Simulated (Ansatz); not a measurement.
# ZnS: a trial structure relaxed, part 2 of 2

Where does this trial cell of ZnS go when cell and atoms are let free?

Ansatz 0.2.0; DFT PBE, scalar-relativistic, plane waves, PAW. The steps go on from the part before.

## Step 4: Full relaxation

The end of the coarse run is made exact in the group found at a tolerance of 0.06 Å and reduced to its primitive cell.

Contents of input.yaml:

```yaml
crystal:
  lattice:
    - [3.1947313293, 0.0, 0.0]
    - [0.0, 3.1947313293, 0.0]
    - [0.0, 0.0, 3.1947313293]
  atoms:
    - { symbol: Zn, position: [0.5, 0.5, 0.5] }
    - { symbol: S, position: [0.0, 0.0, 0.0] }
basis:
  ecutwfc: 420
kpoints:
  mp_grid: { grid: [18, 18, 18] }
hamiltonian:
  xc: pbe
scf:
  occupations: { method: gaussian, width: 0.1 }
output:
  forces: true
  stress: true
  eigenvalues: true
  write_density: true
  write_potential: true
  elf: true
  volumetric_format: npy
relax:
  adjacent_minimum: "off"
  f_tol: 0.01
  max_steps: 80
  cell: { stress_tol: 0.05 }
```

On the command line:

```
$ ansatz run input.yaml --threads 1 --pin off --max-ram 2560MiB --backend cpu --events-out ev --progress --plain --runs-dir out
```

Log:

```text
Warning: RAYON_NUM_THREADS=1 ignored (pool sized by the plan → 1); use --threads N
Engine: ansatz 0.2.0, aarch64-unknown-linux-gnu
Pseudopotentials: kind: paw
Pseudopotential: Zn, paw, valence charge 12, recommended cutoff 420 eV (normal), Zn.paw.azcp
Pseudopotential: S, paw, valence charge 6, recommended cutoff 420 eV (normal), S.paw.azcp
Functional definition: PBE
  parameter kappa = 0.804
  parameter beta = 0.06672455060314922
  exchange = pbe_x(kappa = kappa, mu = beta*pi^2/3)
  correlation = pbe_c(beta = beta)
Crystal: 2 atoms, lattice volume = 32.606 Å³
Basis set: ecut = 420 eV, 619 PW (Γ), exchange–correlation on 48×48×48 points (8 copies of the dense FFT grid, shifted against one another)
Bands: 13, of which v1, the nominal top of the filled ones, is band 9 counted from 1 (8 counted from 0)
Symmetry: 48 space group operations
Space group: Pm-3m (ITA 221), of the structure as read, at distance tolerance 3.2e-5 Å
k-points: 220 of 5832
Non-local potential: Zn, projectors of the file, l = 0: 2, l = 1: 2, l = 2: 3, l = 3: 1
Non-local potential: S, projectors of the file, l = 0: 2, l = 1: 2, l = 2: 2
PAW form: soft (Blöchl's): semilocal exchange-correlation on the pseudo side does not see the compensation charge
PAW one-centre angular grid: Zn, 590 points (default); XC on 64 Gauss nodes
PAW one-centre angular grid: S, 110 points (default); XC on 64 Gauss nodes
Initial density: superposition of atomic densities (neutral atoms: chi_scale 0, normalization atom), corrected by the library's trained network
Initial wavefunctions: pseudopotential atomic-orbital guess
Functional: x = pbe(κ = 0.804, μ = 0.2195149727645171), c = pbe(β = 0.06672455060314922)
SCF iter   1: F=—  HF=-4220.801137 eV  |F-HF|=—  |Δ(HF+E_count)|=         —  Δρ=2.33e-3  dr2=1.93e-3  ethr=1.77e-3  ⟨swp⟩=4.9  Hψ=15981  notcnv=0
preconditioner: auto → none  [metal: Δε(μ)=0.025 eV  Ē_g=11.826 eV  σ=0.100 eV  W_gap=0.14  n_scr=6 (ndim 8)  ℏωp=27.6 eV  f_vac=0.000  D(μ)=1.33/eV (n_scr^D=6)  sad-step TF]
SCF iter   2: F=—  HF=-4220.801247 eV  |F-HF|=—  |Δ(HF+E_count)|=   1.10e-4  Δρ=1.26e-3  dr2=7.21e-4  ethr=1.07e-5  ⟨swp⟩=2.6  Hψ=6351  notcnv=0
SCF iter   3: F=—  HF=-4220.801158 eV  |F-HF|=—  |Δ(HF+E_count)|=   8.98e-5  Δρ=6.81e-4  dr2=1.17e-4  ethr=4.00e-6  ⟨swp⟩=2.1  Hψ=4458  notcnv=0
SCF iter   4: F=—  HF=-4220.801142 eV  |F-HF|=—  |Δ(HF+E_count)|=   1.53e-5  Δρ=2.16e-4  dr2=1.22e-5  ethr=6.48e-7  ⟨swp⟩=2.3  Hψ=4442  notcnv=0
SCF iter   5: F=—  HF=-4220.801188 eV  |F-HF|=—  |Δ(HF+E_count)|=   4.56e-5  Δρ=3.20e-5  dr2=2.03e-7  ethr=6.80e-8  ⟨swp⟩=2.2  Hψ=4400  notcnv=0
SCF iter   6: F=-4220.801188 eV  HF=-4220.801188 eV  |F-HF|=3.08e-8  |Δ(HF+E_count)|=   2.09e-7  Δρ=1.41e-5  dr2=4.07e-8  ethr=5.56e-10  ⟨swp⟩=8.8  Hψ=20740  notcnv=0
SCF 1 converged in 6 iterations: F = -4220.801188 eV  dr2 = 4.07e-8
relax step   1: F+E_penalty+E_count = -4220.80118788 eV  Δ(F+E_penalty+E_count) = +0.000e0 eV  max|allowed force component| = 4.263e-29 eV/Å  Δτ_max = 0.0000 Å  P = +0.107 GPa  Ω = 32.606 Å³  (6 SCF iters, dr2 threshold 1.00e-7 eV, accepted)
Crystal: 2 atoms, lattice volume = 32.656 Å³
Initial density: handed on by an earlier stage of this run
Initial wavefunctions: those handed on with the density
iter 1 solved again at ethr=3.56e-9 eV; its pass at ethr=3.10e-3 eV (dr2=6.41e-7 eV) is discarded
SCF iter   1: F=—  HF=-4220.801133 eV  |F-HF|=—  |Δ(HF+E_count)|=         —  Δρ=3.89e-5  dr2=4.28e-7  ethr=3.56e-9  ⟨swp⟩=2.0  Hψ=19147  notcnv=0
preconditioner: auto → none  [metal: Δε(μ)=0.012 eV  Ē_g=11.816 eV  σ=0.100 eV  W_gap=0.07  n_scr=6 (ndim 8)  ℏωp=27.6 eV  f_vac=0.000  D(μ)=1.34/eV (n_scr^D=6)]
SCF iter   2: F=—  HF=-4220.801182 eV  |F-HF|=—  |Δ(HF+E_count)|=   4.89e-5  Δρ=2.70e-5  dr2=9.93e-8  ethr=2.38e-9  ⟨swp⟩=2.1  Hψ=4316  notcnv=0
iter 3 did not close the SCF: its close was put off for the readings that it lacked (scf_convergence_deferred on its scf_iter line)
SCF iter   3: F=-4220.801182 eV  HF=-4220.801182 eV  |F-HF|=4.81e-9  |Δ(HF+E_count)|=   2.81e-8  Δρ=1.02e-5  dr2=1.98e-8  ethr=5.52e-10  ⟨swp⟩=2.0  Hψ=4232  notcnv=0
iter 4 did not close the SCF: its close was put off for the readings that it lacked (scf_convergence_deferred on its scf_iter line)
SCF iter   4: F=-4220.801182 eV  HF=-4220.801182 eV  |F-HF|=1.48e-10  |Δ(HF+E_count)|=   1.17e-9  Δρ=3.56e-6  dr2=1.79e-9  ethr=1.10e-10  ⟨swp⟩=2.7  Hψ=5195  notcnv=0
iter 5 did not close the SCF: its close was put off for the readings that it lacked (scf_convergence_deferred on its scf_iter line)
SCF iter   5: F=-4220.801182 eV  HF=-4220.801182 eV  |F-HF|=2.00e-11  |Δ(HF+E_count)|=  4.12e-10  Δρ=5.84e-7  dr2=7.13e-11  ethr=9.95e-12  ⟨swp⟩=2.0  Hψ=4735  notcnv=0
SCF iter   6: F=-4220.801182 eV  HF=-4220.801182 eV  |F-HF|=9.09e-13  |Δ(HF+E_count)|=  5.46e-12  Δρ=5.96e-8  dr2=1.40e-12  ethr=1.00e-12  ⟨swp⟩=4.0  Hψ=12427  notcnv=0
SCF 2 converged in 6 iterations: F = -4220.801182 eV  dr2 = 1.40e-12
relax step   2: F+E_penalty+E_count = -4220.80118207 eV  Δ(F+E_penalty+E_count) = +5.816e-6 eV  max|allowed force component| = 2.268e-30 eV/Å  Δτ_max = 0.0000 Å  P = -0.007 GPa  Ω = 32.656 Å³  energy of the carried Pulay correction = -2.121e-5 eV  (6 SCF iters, accepted)
Initial wavefunctions: pseudopotential atomic-orbital guess (no wavefunctions were taken with the density)
iter 1 solved again at ethr=3.67e-7 eV; its pass at ethr=3.10e-3 eV (dr2=6.61e-5 eV) is discarded
SCF iter   1: F=—  HF=-4220.801023 eV  |F-HF|=—  |Δ(HF+E_count)|=         —  Δρ=2.77e-4  dr2=5.15e-7  ethr=3.67e-7  ⟨swp⟩=2.8  Hψ=22682  notcnv=0
preconditioner: auto → none  [metal: Δε(μ)=0.012 eV  Ē_g=11.817 eV  σ=0.100 eV  W_gap=0.07  n_scr=6 (ndim 8)  ℏωp=27.6 eV  f_vac=0.000  D(μ)=1.34/eV (n_scr^D=6)]
SCF iter   2: F=—  HF=-4220.801170 eV  |F-HF|=—  |Δ(HF+E_count)|=   1.47e-4  Δρ=1.38e-4  dr2=1.31e-7  ethr=2.86e-9  ⟨swp⟩=2.1  Hψ=4202  notcnv=0
SCF iter   3: F=—  HF=-4220.801202 eV  |F-HF|=—  |Δ(HF+E_count)|=   3.25e-5  Δρ=5.02e-6  dr2=5.70e-9  ethr=7.25e-10  ⟨swp⟩=2.3  Hψ=4660  notcnv=0
SCF iter   4: F=—  HF=-4220.801202 eV  |F-HF|=—  |Δ(HF+E_count)|=  8.23e-10  Δρ=8.33e-7  dr2=1.30e-10  ethr=3.16e-11  ⟨swp⟩=2.0  Hψ=4318  notcnv=0
SCF iter   5: F=—  HF=-4220.801202 eV  |F-HF|=—  |Δ(HF+E_count)|=  2.73e-12  Δρ=3.22e-7  dr2=3.51e-11  ethr=1.00e-12  ⟨swp⟩=2.0  Hψ=4034  notcnv=0
SCF iter   6: F=-4220.801202 eV  HF=-4220.801202 eV  |F-HF|=1.82e-12  |Δ(HF+E_count)|=  1.09e-11  Δρ=6.83e-8  dr2=1.44e-12  ethr=1.00e-12  ⟨swp⟩=5.0  Hψ=11218  notcnv=0
SCF 3 converged in 6 iterations: F = -4220.801202 eV  dr2 = 1.44e-12
relax step   3: F+E_penalty+E_count = -4220.80120213 eV  Δ(F+E_penalty+E_count) = -2.006e-5 eV  max|allowed force component| = 3.813e-30 eV/Å  Δτ_max = 0.0000 Å  P = -0.007 GPa  Ω = 32.656 Å³  stress off target by 7.48e-3 GPa  SCF on the basis re-selected at this cell (its energy is not comparable with the rows above)  (6 SCF iters)
basis re-selected at this cell: Δ(F+E_penalty+E_count) = -2.006e-5 eV, ΔP = -0.000 GPa vs the last step (what re-selecting the basis moved, of the pressure what is left beyond the Pulay correction that the steps carried, after the strain that the cell walked since its last selection, with what the two solves' SCF thresholds leave and, on support functions, any second-order correction that the steps lacked; it is no measure of the basis error at this ecutwfc). This SCF's stress stands 7.48e-3 GPa from its target on what of the cell is left free (relax.cell.stress_tol is 5.00e-2 GPa) and its largest allowed force component is 3.81e-30 eV/Å (relax.f_tol is 1.00e-2 eV/Å): within both
SCF converged after 6 iterations
Free energy (F): -4220.801202 eV
Harris-Foulkes:  -4220.801202 eV  (|F-HF|=1.82e-12)
Internal energy: -4220.794511 eV  (E = F + TS)
E sigma→0 (E₀):  -4220.797856 eV
Entropy (-TS):   -0.006692 eV (-3.346 meV/atom)
Fermi energy:    9.077617 eV
--- Per-component energies (eV) ---
  E_band       = 51.140586
  E_kinetic    = 236.523289
  E_local      = -1770.878388  (includes V_loc(G=0)·N_el)
  E_nonlocal   = 645.929427
  E_hartree    = 742.221136
  E_xc         = -232.779198
  E_vxc        = -137.478900  (∫ρ·V_xc dr)
  E_paw        = -2431.298589  (= ΣΔE_a)
  E_vpaw       = -407.396705  (= ΣTr[D̂ρ^β])
  E_aug_tail   = -0.000378  (compensation charges beyond the density's cutoff)
  E_ewald      = -1410.511810
  E_smearing   = -0.006692  (= −TS)
  E_closure    = -0.000000  (closes the sum)
  Σ components = -4220.801202   (vs F -4220.801202, Δ=0.00e0)
--- Forces (eV/Å), atoms counted from 1 ---
  atom   1  Zn     0.00000000    -0.00000000     0.00000000
  atom   2  S     -0.00000000     0.00000000    -0.00000000
  max |Σ_I F_I| component: 7.10e-30 eV/Å
--- Stress (GPa, compression-positive) ---
       -0.007479       0.000000       0.000000
        0.000000      -0.007479       0.000000
        0.000000       0.000000      -0.007479
  P = ⅓ Tr σ = -0.0075 GPa (-0.075 kbar)
--- Band table (eV; the first three rows and the last of 220) ---
  k-point 0: bands = ["-5.3077", "1.9819", "1.9819", "2.3686", "2.3686", "2.3686", "7.8247", "7.8247", "7.8247", "8.5030", "15.2100", "15.2100", "21.1987"]
  k-point 1: bands = ["-5.2764", "1.9838", "1.9856", "2.3613", "2.3613", "2.3692", "7.2365", "7.8585", "7.8585", "8.9915", "15.2389", "15.3784", "20.9055"]
  k-point 2: bands = ["-5.1838", "1.9892", "1.9943", "2.3407", "2.3407", "2.3708", "6.3587", "7.9573", "7.9573", "9.5986", "15.3248", "15.8231", "20.2311"]
  k-point 219: bands = ["-1.8284", "1.6527", "1.6527", "1.6527", "2.5071", "2.5071", "6.4945", "6.4945", "6.4945", "10.4069", "10.4069", "10.4069", "11.3086"]
--- Relaxed structure (2 steps of the walk, 2 accepted, 1 SCFs on fresh bases) ---
  F+E_penalty+E_count = -4220.80120213 eV   max|allowed force component| = 3.813e-30 eV/Å   (the final SCF, on the basis selected at the relaxed cell)
  cell:  # Å, volume = 32.6557 Å³
    - [3.196338887327649, -9.027796614315168e-36, -1.6049416203226965e-35]
    - [-9.027796614315168e-36, 3.196338887327649, 0.0]
    - [-1.6049416203226965e-35, 0.0, 3.196338887327649]
  atoms:
    - { symbol: Zn, position: [0.5, 0.5, 0.5] }
    - { symbol: S, position: [1.4129195359118437e-36, 2.3548658931864064e-37, 3.1398211909152085e-37] }
```

Wall time 19 s (1 thread of Arm Neoverse V1, shared host); peak memory 0.39 GiB.

Step by step:

| step | energy from step 1 (eV/cell) | largest force component (eV/Å) | pressure (GPa) | volume (Å³) |
| --- | --- | --- | --- | --- |
| 1 | 0.0000 | 0.0000 | 0.11 | 32.61 |
| 2 | 0.0000 | 0.0000 | -0.01 | 32.66 |
| 3 | 0.0000 | 0.0000 | -0.01 | 32.66 |

Step 1 is the start. Step 3 repeats the geometry before it on a plane-wave basis chosen anew for that cell, so its energy need not be comparable with the rows above.

|  | before | after | change |
| --- | --- | --- | --- |
| a (Å) | 3.195 | 3.196 | +0.1 % |
| b (Å) | 3.195 | 3.196 | +0.1 % |
| c (Å) | 3.195 | 3.196 | +0.1 % |
| volume (Å³/atom) | 16.30 | 16.33 | +0.2 % |
| shortest distance (Å) | 2.767 | 2.768 | +0.1 % |
| space group (0.01 Å) | Pm-3m | Pm-3m | same |

The run keeps the 48 symmetry operations of the start, so it could not have lowered the symmetry.

Density in a lattice plane of the grid's cell (edges 3.20 and 3.20 Å, at 0.000 of the third edge), which holds S.

Values in e/Å³, 12 rows by 12 columns:
```
 0.54  0.85  1.06  0.76  0.38  0.18  0.13  0.18  0.38  0.76  1.06  0.85
 1.05  1.06  0.91  0.57  0.30  0.16  0.12  0.16  0.30  0.57  0.91  1.06
 0.84  0.76  0.57  0.36  0.21  0.13  0.11  0.13  0.21  0.36  0.57  0.76
 0.42  0.38  0.30  0.21  0.15  0.11  0.10  0.11  0.15  0.21  0.30  0.38
 0.20  0.18  0.16  0.13  0.11  0.09  0.08  0.09  0.11  0.13  0.16  0.18
 0.13  0.13  0.12  0.11  0.10  0.08  0.07  0.08  0.10  0.11  0.12  0.13
 0.20  0.18  0.16  0.13  0.11  0.09  0.08  0.09  0.11  0.13  0.16  0.18
 0.42  0.38  0.30  0.21  0.15  0.11  0.10  0.11  0.15  0.21  0.30  0.38
 0.84  0.76  0.57  0.36  0.21  0.13  0.11  0.13  0.21  0.36  0.57  0.76
 1.05  1.06  0.91  0.57  0.30  0.16  0.12  0.16  0.30  0.57  0.91  1.06
 0.54  0.85  1.06  0.76  0.38  0.18  0.13  0.18  0.38  0.76  1.06  0.85
-0.01  0.54  1.05  0.84  0.42  0.20  0.13  0.20  0.42  0.84  1.05  0.54
```
Columns run along the first of these edges and rows up along the second, over one cell in 12 and 12 even steps from the bottom left corner. Atoms in the plane (fractional): S at (0.00, 0.00).

ELF in the same plane.

Ten even steps from '0' (0.02) to '9' (0.84):
```
002689997531013579998620
235799997531013579999753
678999987421112478999987
999999986421112468999999
999999865321112356899999
999887653211111235678899
776665432111111123456667
444333221111111112233344
111111111111111111111111
000111111111111111111100
111111111111111111111111
444333221111111112233344
776665432111111123456667
999887653211111235678899
999999865321112356899999
999999986421112468999999
678999987421112478999987
235799997531013579999753
002689997531013579998620
001479997531013579997410
```
Columns run along the first of these edges and rows up along the second, over one cell in 24 and 20 even steps from the bottom left corner. Atoms in the plane (fractional): S at (0.00, 0.00).

Both are smooth fields of the valence electrons: close to the nuclei they are not physical.

Outside the cores ELF peaks at 0.86 in the shell around S, 0.8 Å from S.

## Step 5: Changing settings: scf.algorithm direct_min, n_extra_bands 8

Contents of input.yaml:

```yaml
crystal:
  lattice:
    - [3.1963388873, 0.0, 0.0]
    - [0.0, 3.1963388873, 0.0]
    - [0.0, 0.0, 3.1963388873]
  atoms:
    - { symbol: Zn, position: [0.5, 0.5, 0.5] }
    - { symbol: S, position: [0.0, 0.0, 0.0] }
basis:
  ecutwfc: 420
kpoints:
  mp_grid: { grid: [18, 18, 18] }
hamiltonian:
  xc: pbe
scf:
  occupations: { method: gaussian, width: 0.1 }
  algorithm: direct_min
  n_extra_bands: 8
output:
  forces: true
  eigenvalues: true
  stress: true
```

On the command line:

```
$ ansatz run input.yaml --threads 1 --pin off --max-ram 2560MiB --backend cpu --events-out ev --progress --plain --runs-dir out
```

Log:

```text
Warning: RAYON_NUM_THREADS=1 ignored (pool sized by the plan → 1); use --threads N
scf.n_extra_bands = 8 over 9 filled bands (N_el = 18.0): the run solves 17 bands
Engine: ansatz 0.2.0, aarch64-unknown-linux-gnu
Pseudopotentials: kind: paw
Pseudopotential: Zn, paw, valence charge 12, recommended cutoff 420 eV (normal), Zn.paw.azcp
Pseudopotential: S, paw, valence charge 6, recommended cutoff 420 eV (normal), S.paw.azcp
Functional definition: PBE
  parameter kappa = 0.804
  parameter beta = 0.06672455060314922
  exchange = pbe_x(kappa = kappa, mu = beta*pi^2/3)
  correlation = pbe_c(beta = beta)
Crystal: 2 atoms, lattice volume = 32.656 Å³
Basis set: ecut = 420 eV, 619 PW (Γ), exchange–correlation on 48×48×48 points (8 copies of the dense FFT grid, shifted against one another)
Bands: 17, of which v1, the nominal top of the filled ones, is band 9 counted from 1 (8 counted from 0)
Symmetry: 48 space group operations
Space group: Pm-3m (ITA 221), of the structure as read, at distance tolerance 3.2e-5 Å
k-points: 220 of 5832
Non-local potential: Zn, projectors of the file, l = 0: 2, l = 1: 2, l = 2: 3, l = 3: 1
Non-local potential: S, projectors of the file, l = 0: 2, l = 1: 2, l = 2: 2
PAW form: soft (Blöchl's): semilocal exchange-correlation on the pseudo side does not see the compensation charge
PAW one-centre angular grid: Zn, 590 points (default); XC on 64 Gauss nodes
PAW one-centre angular grid: S, 110 points (default); XC on 64 Gauss nodes
Initial density: superposition of atomic densities (neutral atoms: chi_scale 0, normalization atom), corrected by the library's trained network
Initial wavefunctions: pseudopotential atomic-orbital guess
Functional: x = pbe(κ = 0.804, μ = 0.2195149727645171), c = pbe(β = 0.06672455060314922)
SCF iter   1: F=—  HF=-4220.801266 eV  |F-HF|=—  |Δ(HF+E_count)|=         —  Δρ=1.91e-3  dr2=1.43e-3  ethr=1.77e-3  ⟨swp⟩=8.1  Hψ=18681  notcnv=2
preconditioner: auto → none  [metal: Δε(μ)=0.023 eV  Ē_g=15.772 eV  σ=0.100 eV  W_gap=0.13  n_scr=6 (ndim 8)  ℏωp=27.6 eV  f_vac=0.000  D(μ)=1.33/eV (n_scr^D=6)]
SCF iter   2: F=—  HF=-4220.801335 eV  |F-HF|=—  |Δ(HF+E_count)|=   6.95e-5  Δρ=1.08e-3  dr2=2.15e-4  ethr=7.93e-6  ⟨swp⟩=3.3  Hψ=8874  notcnv=0  defer=13
SCF iter   3: F=—  HF=-4220.801207 eV  |F-HF|=—  |Δ(HF+E_count)|=   1.28e-4  Δρ=2.07e-4  dr2=2.27e-5  ethr=1.20e-6  ⟨swp⟩=2.6  Hψ=5965  notcnv=0  defer=4
iter 4 solved again at ethr=1.02e-9 eV; its pass at ethr=1.26e-7 eV (dr2=1.84e-7 eV) is discarded
SCF iter   4: F=—  HF=-4220.801202 eV  |F-HF|=—  |Δ(HF+E_count)|=   4.48e-6  Δρ=3.72e-5  dr2=2.19e-7  ethr=1.02e-9  ⟨swp⟩=4.0  Hψ=14602  notcnv=0
SCF iter   5: F=—  HF=-4220.801202 eV  |F-HF|=—  |Δ(HF+E_count)|=   2.93e-7  Δρ=2.78e-5  dr2=1.68e-7  ethr=1.02e-9  ⟨swp⟩=4.0  Hψ=8618  notcnv=0  defer=1
SCF iter   6: F=-4220.801202 eV  HF=-4220.801202 eV  |F-HF|=4.79e-9  |Δ(HF+E_count)|=   7.42e-8  Δρ=3.11e-6  dr2=5.80e-9  ethr=9.35e-10  ⟨swp⟩=2.0  Hψ=5763  notcnv=0
the search or the solves at the SCF's close seem to have found levels that the self-consistency loop had missed (the run counts 1). By its estimate they hold under 1e-12 electrons; where the run keeps them, the occupations were computed again with them
SCF 1 converged in 6 iterations: F = -4220.801202 eV  dr2 = 5.80e-9
  Residual-converged pass: ⟨swp⟩=3.0  Hψ=7410  notcnv=0  max |occ|·‖R‖ = 6.3e-6 eV (tolerance 6.7e-6 eV)  dr2=6.38e-9  dr2_onsite=4.10e-10  max |Δocc| = 1.2e-9
SCF converged after 6 iterations
Stability not checked: this state was not tested for a lower state beside it, because a direct minimisation reached the state, and no test of it is asked (direct_minimisation; see scf.lower_state_search)
Free energy (F): -4220.801202 eV
Harris-Foulkes:  -4220.801202 eV  (|F-HF|=4.79e-9)
Internal energy: -4220.794510 eV  (E = F + TS)
E sigma→0 (E₀):  -4220.797856 eV
Entropy (-TS):   -0.006692 eV (-3.346 meV/atom)
Fermi energy:    9.077646 eV
--- Per-component energies (eV) ---
  E_band       = 51.140090
  E_kinetic    = 236.522827
  E_local      = -1770.879044  (includes V_loc(G=0)·N_el)
  E_nonlocal   = 645.929702
  E_hartree    = 742.222003
  E_xc         = -232.779049
  E_vxc        = -137.478714  (∫ρ·V_xc dr)
  E_paw        = -2431.298762  (= ΣΔE_a)
  E_vpaw       = -407.396508  (= ΣTr[D̂ρ^β])
  E_aug_tail   = -0.000378  (compensation charges beyond the density's cutoff)
  E_ewald      = -1410.511810
  E_smearing   = -0.006692  (= −TS)
  E_closure    = -0.000000  (closes the sum)
  Σ components = -4220.801202   (vs F -4220.801202, Δ=0.00e0)
--- Forces (eV/Å), atoms counted from 1 ---
  atom   1  Zn     0.00000000     0.00000000     0.00000000
  atom   2  S     -0.00000000     0.00000000    -0.00000000
  max |Σ_I F_I| component: 1.78e-29 eV/Å
--- Stress (GPa, compression-positive) ---
       -0.007499      -0.000000       0.000000
        0.000000      -0.007499       0.000000
        0.000000       0.000000      -0.007499
  P = ⅓ Tr σ = -0.0075 GPa (-0.075 kbar)
--- Band table (eV; the first three rows and the last of 220) ---
  k-point 0: bands = ["-5.3077", "1.9818", "1.9818", "2.3685", "2.3685", "2.3685", "7.8247", "7.8247", "7.8247", "8.5030", "15.2100", "15.2100", "21.1987", "21.1987", "21.1987", "23.8270", "23.8270"]
  k-point 1: bands = ["-5.2764", "1.9837", "1.9855", "2.3612", "2.3612", "2.3691", "7.2365", "7.8585", "7.8585", "8.9915", "15.2389", "15.3784", "20.9055", "20.9055", "21.0395", "23.8407", "24.0423"]
  k-point 2: bands = ["-5.1837", "1.9892", "1.9942", "2.3406", "2.3406", "2.3708", "6.3587", "7.9573", "7.9573", "9.5986", "15.3248", "15.8231", "20.2311", "20.2311", "20.6636", "23.8797", "24.5054"]
  k-point 219: bands = ["-1.8284", "1.6527", "1.6527", "1.6527", "2.5070", "2.5070", "6.4945", "6.4945", "6.4945", "10.4069", "10.4069", "10.4069", "11.3086", "27.6746", "27.6746", "28.4279", "28.4279"]
```

It took 17 s on 1 thread of Arm Neoverse V1, shared host; peak memory 0.52 GiB.

| run | ending | energy change | pressure (GPa) | gap (eV) | force (eV/Å) | cycles | time |
| --- | --- | --- | --- | --- | --- | --- | --- |
| step 4 | converged | 0 | 0.0 | 0.00 | 0.00 | - | 19 s |
| variant | converged | 0.0 meV/atom | 0.0 | 0.00 | 0.00 | 6 | 17 s |

Same state: the changed solver and band count leaves the energy within 0.5 meV/atom.

## Step 6: What came out

This closing draws on all 2 parts. Changes of volume or cell count from the first structure of part 1.

```
                              quantity                                                                      value
symmetry at the end (tolerance 0.05 Å)                                                space group Pm-3m (No. 221)
                     conventional cell  a = 3.196 Å, b = 3.196 Å, c = 3.196 Å, α = 90.00°, β = 90.00°, γ = 90.00°
                                volume                                                              16.33 Å³/atom
              energy over the elements                                                              +0.15 eV/atom
                       gap on the mesh                                                               none (metal)
```

The space group Pm-3m (No. 221) is kept, and the volume per atom shrinks by 17.5 % from the first guess. The formation energy is positive, so the separate elements lie lower. No finished test with a distortion of lower symmetry is shown, so the end may be a saddle point. Spin polarisation is off in the runs that give these values; a magnetic solution could lie lower.
